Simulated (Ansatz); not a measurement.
The system is MoS2.

```
Mo S
1.0
     3.16900    0.00000    0.00000
    -1.58450    2.74443    0.00000
     0.00000    0.00000   12.32400
Mo S
2 4
Direct
  0.66667 0.33333 0.75000
  0.33333 0.66667 0.25000
  0.66667 0.33333 0.37700
  0.33333 0.66667 0.87700
  0.66667 0.33333 0.12300
  0.33333 0.66667 0.62300
```

```yaml
Program: Ansatz 0.2.0
Task: single point
Functional: PBE
Potentials_or_basis: Ansatz PAW
Cutoff: "420 eV (not typed: the program's choice for these potentials)"
k_mesh: 10 × 10 × 3
Occupations: fermi-dirac, width 0.05 eV
Spin: no spin polarisation
```

On this cell: pressure 2.0 GPa; largest force 0.065 eV/Å; band gap on the k mesh 0.93 eV, indirect (least direct gap 1.87 eV).

The same run follows on a disturbed copy (atoms moved at random, drawn with an rms of 0.05 Å):

```
Mo S
1.0
     3.16900    0.00000    0.00000
    -1.58450    2.74443    0.00000
     0.00000    0.00000   12.32400
Mo S
2 4
Direct
  0.68274 0.33982 0.75201
  0.33925 0.65234 0.25137
  0.66681 0.34133 0.37882
  0.32838 0.64731 0.87916
  0.67197 0.34127 0.12367
  0.34598 0.67013 0.62281
```

Question: What changes?

Answer: The energy moves by +15.8 meV/atom; pressure 1.3 GPa; largest force 1.493 eV/Å; band gap on the k mesh 0.91 eV, indirect (least direct gap 1.75 eV).

Forces in eV/Å, atoms in the order of the input:
```
Mo  -0.328 -0.757 -0.419
Mo  -0.906  1.185 -0.063
S    0.539 -0.598 -0.104
S    0.266  0.650 -0.093
S    0.372 -0.587  0.166
S    0.057  0.107  0.512
```

Stress tensor (GPa, compression positive):
```
 2.36 -0.26  0.84
-0.26  0.49  1.19
 0.84  1.19  0.94
```

Caveats: odd divisions of the mesh miss points on the zone boundary, where band edges often lie, so the gap on the mesh can be too wide; this functional lacks dispersion, which binds the layers, so the pressure and a relaxed spacing across them are unreliable (some runs).

A k mesh can miss the band edges.
